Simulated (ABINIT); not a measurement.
Here is an ABINIT 10.8.3 (patched build) calculation.

run.abi

```
# Pseudopotentials
pp_dirpath "./"
pseudos "Co_ONCV_PBE-1.2.upf, O_ONCV_PBE-1.2.upf"

# Structure
acell 3*1.0
rprim
     0.0000000000     4.0279512346     4.0279512346
     4.0279512346     0.0000000000     4.0279512346
     4.0279512346     4.0279512346     0.0000000000
ntypat 2
znucl 27 8
natom 2
typat 1 2
xred
     0.0000000000     0.0000000000     0.0000000000
     0.5000000000     0.5000000000     0.5000000000

# Plane-wave basis
ecut 50.0

# k points
kptopt 1
ngkpt 11 11 11
nshiftk 1
shiftk 0.0 0.0 0.0

# Exchange and correlation
ixc -497498
usekden 1

# Bands and occupations
nband 16
occopt 3
tsmear 0.00183747

# Spin
nsppol 2
spinat
     0.0000000000     0.0000000000     2.0000000000
     0.0000000000     0.0000000000     0.0000000000

# SCF cycle
nstep 100
tolvrs 1.0e-9

# Output
iomode 3
prtwf 0
prteig 0
prtebands 0
enunit 1
prtden 1
prtvha 1
prtvclmb 1
prtpot 1
```

Potentials or basis: SG15 NC PBE v1.2.

Command:

```bash
$ mpirun --bind-to none -np 4 abinit run.abi > log 2>&1
```

Task: Estimate the band gap on the k mesh.

Result: None (metal or under the smearing width).

Task: What does it give for the net moment?

Result: 3.00 μB per cell.

Task: What does it give for the site moments?

Result: Co +2.67; O +0.31 μB.

Caveat: a cell with one magnetic atom can't hold antiferromagnetic order, which such compounds often take; semilocal functionals often make such compounds metallic where correlation or magnetic order opens a gap, which also shifts bond lengths. With open d or f shells a metallic result of r2SCAN can be an artefact of self-interaction; +U or a hybrid may open a gap.
